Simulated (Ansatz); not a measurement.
Se (P3_121) from a database of computed structures was put through Ansatz (plane waves). The geometry is the r2SCAN+rVV10 minimum.

The cell given to it:
```xyz
3
Lattice="4.2927 0.0000 0.0000 -2.1463 3.7176 0.0000 0.0000 0.0000 5.0409" Properties=species:S:1:pos:R:3 pbc="T T T"
Se    0.9807    0.0000    1.6803
Se   -0.4904    0.8493    3.3606
Se    1.6560    2.8682    0.0000
```

Abridged output:
```
scf.n_extra_bands = 4 over 24 filled bands (N_el = 48.0): the run solves 28 bands
Functional definition: r2SCAN0
Crystal: 3 atoms, lattice volume = 80.443 Å³
Basis set: ecut = 500 eV, 2053 PW (Γ)
Symmetry: 6 space group operations
Space group: P3121 (ITA 152)
k-points: 24 of 144 (time reversal used)
hybrid outer 1: dexx = +1.753e-2 eV, tail = 2.11e-4 eV
hybrid outer 2: dexx = +1.340e-6 eV, tail = 8.75e-8 eV, Δε = 1.99e-3 eV, ΔF = 1.12e-2 eV/Å
hybrid outer 3: dexx = +9.815e-10 eV, tail = 1.42e-9 eV, Δε = 3.59e-5 eV, ΔF = 4.33e-4 eV/Å
Free energy (F): -16432.018346 eV
Fermi energy:    6.136603 eV
--- Forces (eV/Å), atoms counted from 1 ---
  atom   1  Se    -0.47408      0.00000      0.00000
  atom   2  Se      0.23704    -0.41057      0.00000
  atom   3  Se      0.23704      0.41057      0.00000
--- Stress (GPa, compression-positive) ---
        0.065942       0.000000       0.000000
        0.000000       0.065942       0.000000
        0.000000       0.000000      -2.111675
  P = ⅓ Tr σ = -0.6599 GPa (-6.599 kbar)
--- Band table (eV; the first three rows and the last of 24) ---
  k-point 0: bands = […, 2.0340, 2.0431, 2.0431, 3.7266, 3.7266, 5.4814, 9.5659, 9.5659, 10.0029, 14.3289]
  k-point 1: bands = […, 1.2939, 2.2054, 2.4323, 3.8591, 4.1668, 5.0705, 9.1248, 9.1294, 9.4760, 14.6311]
  k-point 2: bands = […, 0.7817, 2.4904, 2.4904, 4.3277, 4.3277, 4.5800, 8.8166, 8.9096, 8.9096, 14.1298]
  k-point 23: bands = […, -0.3163, 0.4506, 0.4506, 4.8061, 5.9240, 5.9240, 8.4824, 10.4912, 10.4912, 14.7317]
```

bands.tsv, columns around the gap (it counts bands from 0):
```tsv
# k_distance	band_19	band_20	band_21	band_22	band_23	band_24	band_25	band_26	band_27
# fermi_ev = 6.136603
# [0, 0, 0] at k_distance = 0.000000
# [0.5, 0, 0] at k_distance = 0.845071
# [0.3333333333, 0.3333333333, 0] at k_distance = 1.332972
# [0, 0, 0.5] at k_distance = 2.490817
# [0.5, 0, 0.5] at k_distance = 3.335888
# [0.3333333333, 0.3333333333, 0.5] at k_distance = 3.823789
# [0.161458, 0.419271, -0.5] at k_distance = 5.095377
# [0.35, 0.3, 0.5] at k_distance = 6.372715
# levels_relative_to = fermi_ev
0.000	-4.094	-4.094	-2.410	-2.410	-0.655	3.429	3.429	3.866	8.192
0.845	-5.259	-3.958	-3.432	-1.996	-1.264	3.426	3.885	5.988	6.839
1.333	-5.619	-3.306	-3.306	-2.998	-2.127	4.789	4.789	5.527	7.714
2.491	-3.646	-3.646	-1.809	-1.809	-1.557	2.680	2.773	2.773	7.993
3.336	-4.962	-4.722	-2.256	-1.760	0.000	3.033	4.410	4.560	8.050
3.824	-5.686	-5.686	-1.331	-0.213	-0.213	2.346	4.355	4.355	8.595
5.095	-5.335	-5.237	-1.522	-1.368	0.006	2.776	4.372	4.467	8.179
6.373	-5.686	-5.652	-1.338	-0.335	-0.137	2.372	4.341	4.373	8.565
```
In order the rows are Γ, M, K, A, L, H, L–H (0.48), L–H (0.90).

Task: Reconstruct the input.

Result:
```yaml
crystal:
  # lattice and atoms as above
kpoints:
  mp_grid: { grid: [6, 6, 4] }
  band_path:
    path:
      - [0.0, 0.0, 0.0]
      - [0.5, 0.0, 0.0]
      - [0.3333333333, 0.3333333333, 0.0]
      - [0.0, 0.0, 0.5]
      - [0.5, 0.0, 0.5]
      - [0.3333333333, 0.3333333333, 0.5]
      - [0.161458, 0.419271, -0.5]
      - [0.35, 0.3, 0.5]
    npoints: 1
hamiltonian:
  xc: r2scan0
scf:
  occupations: { method: fixed }
  n_extra_bands: 4
output:
  forces: true
  stress: true
  eigenvalues: true
```
The exchange loop shows exact exchange. A single point prints forces and stress when the output block asks for them. This is the file that was run; thresholds and some counts can't be read off the log exactly.

Run as `ansatz run input.yaml --threads 4 --pin off --max-ram 7372MiB --backend cpu --events-out ev --progress --plain --runs-dir out`. It took 99 s on 4 threads of Arm Neoverse V2, with other jobs on the host; peak host memory 2.3 GiB.

Spin-unpolarised throughout; all numbers are computed.

The runs are scalar-relativistic, without spin-orbit coupling.

The stress of a hybrid is loosely converged in these runs.

The meshes of the hybrids are coarse, so their gaps aren't converged to the digits shown.
